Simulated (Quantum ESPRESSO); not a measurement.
**Au: phonons at P under several settings**

```
CELL_PARAMETERS angstrom
-1.65727 1.65727 1.65727
1.65727 -1.65727 1.65727
1.65727 1.65727 -1.65727
ATOMIC_POSITIONS crystal
Au 0.00000 0.00000 0.00000
```

This isn't the form of Au at room conditions, which is fcc.

All runs used Quantum ESPRESSO 7.5; potentials GBRV 1.5 PBE; k mesh 11 × 11 × 11; relaxed cell; no spin polarisation; cutoff 612 eV; occupations cold, width 0.2 eV.

```tsv
level	volume (Å³/atom)	frequencies (cm⁻¹)
PBE	18.03	79 79 79
PBE+D2	?	?
rPW86PBE+rVV10	18.54	78 78 78
rev-vdW-DF2	17.63	87 87 87
```

Task: What stands in the row left open?

Result: Volume 16.78 Å³/atom; frequencies 78 78 78 cm⁻¹.

Caveats: the q point doesn't lie on the k mesh, which can shift a metal's frequencies strongly unless the mesh is converged; pairwise dispersion overbinds metals, which lowers pressure and volume (some runs); the potentials were made for another functional, which shifts forces and pressure (some runs).

For the row left open. Caveat: the q point doesn't lie on the k mesh, which can shift a metal's frequencies strongly unless the mesh is converged; pairwise dispersion overbinds metals, which lowers pressure and volume.
